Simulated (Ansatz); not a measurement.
Runs of Ansatz 0.2.0 on Rh. Symmetry: Fm-3m, No. 225, cubic system. The conventional cell has a = 3.796 Å, b = 3.796 Å, c = 3.796 Å, α = 90.00°, β = 90.00°, γ = 90.00°. Around Rh (site symmetry m-3m) lie 12 Rh at 2.68 Å. 

```tsv
task	level	cell	cutoff (eV)	smearing	pressure (GPa)	relaxed volume (Å³/atom)
single point	PBE	as given	278	gaussian 0.022 eV	(a)	-
relaxation of cell and atoms	PBEsol	relaxed to 5 GPa	-	fermi-dirac 0.05 eV	5.0	-
relaxation of cell and atoms	PBEsol	relaxed	-	fermi-dirac 0.05 eV	0.0	13.49
relaxation of cell and atoms	BLYP+D4	relaxed	-	fermi-dirac 0.05 eV	0.0	13.79
relaxation of cell and atoms	PBEsol	relaxed to 10 GPa	-	fermi-dirac 0.05 eV	10.0	-
```

Alike in all rows: potentials or basis all-electron LAPW, scalar-relativistic; no spin polarisation; k mesh 12 × 12 × 12; basis error allowed 0.001 eV/atom.

Task: Estimate the missing entries.

Result: (a) 7.2.
